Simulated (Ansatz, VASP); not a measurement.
**One calculation of Te, two programs**

File INCAR:

```
PREC = Accurate ; ENCUT = 520
EDIFF = 1E-6 ; ISMEAR = -1
SIGMA = 0.08 ; LREAL = False
LASPH = True ; NELM = 100
ALGO = Normal ; ISIF = 2
LWAVE = False ; LCHARG = True
GGA = PS ; LELF = True
LVHAR = True ; NBANDS = 9
```

KPOINTS

```
Automatic mesh
0
Gamma
  13 13 13
```

The input POSCAR:

```
Te
1.0
    2.8997080864      0.0000000000      0.0000000000
    0.0000000000      2.8997080864      0.0000000000
    0.0000000000      0.0000000000      2.8997080864
Te
1
Direct
    0.0000000000      0.0000000000      0.0000000000
```

Input for Ansatz:

```yaml
crystal:
  lattice:
    - [2.8997080864, 0.0, 0.0]
    - [0.0, 2.8997080864, 0.0]
    - [0.0, 0.0, 2.8997080864]
  atoms:
    - { symbol: Te, position: [0.0, 0.0, 0.0] }
kpoints:
  mp_grid: { grid: [13, 13, 13] }
  band_path:
    path:
      - [0.0, 0.0, 0.0]
      - [0.0, 0.5, 0.0]
      - [0.5, 0.5, 0.0]
      - [0.0, 0.0, 0.0]
      - [0.5, 0.5, 0.5]
      - [0.0, 0.5, 0.0]
      - [0.5, 0.5, 0.5]
      - [0.5, 0.5, 0.0]
    npoints: 8
scf:
  occupations: { method: fermi_dirac, width: 0.08 }
hamiltonian:
  xc: pbesol
  pseudopotentials: { kind: all_electron, lapw: { basis_error: 0.001 } }
output:
  forces: true
  stress: true
  eigenvalues: true
  populations: true
  dos: { projected: true, de: 0.2, e_range: [-14, 8] }
```

Change from the starting cell: volume scaled by 0.78, LAPW.

Alike in both runs: task single point; functional PBEsol; k mesh 13 × 13 × 13; occupations fermi-dirac, width 0.08 eV; no spin polarisation.

```csv
,VASP,Ansatz
version,VASP 6.6.1,Ansatz 0.2.0
potentials or method,"VASP PAW PBE potentials, release 64 (Te)","all-electron LAPW, scalar-relativistic"
plane-wave cutoff (eV),520,see its input
```

Ansatz gave:

* pressure (GPa): 25.8

**Question.** Estimate VASP's values.

**Answer.** Pressure (GPa): 26.1.

Ansatz ran all-electron here, so the differences hold the error of VASP's frozen core and of both bases.

Caveats: so large a pressure means that the cell lies far from this level's equilibrium, or that cutoff or potentials fall short (VASP); the potentials were made for another functional, which shifts forces and pressure (VASP). The runs have no spin-orbit coupling, so splittings on Te are missing.
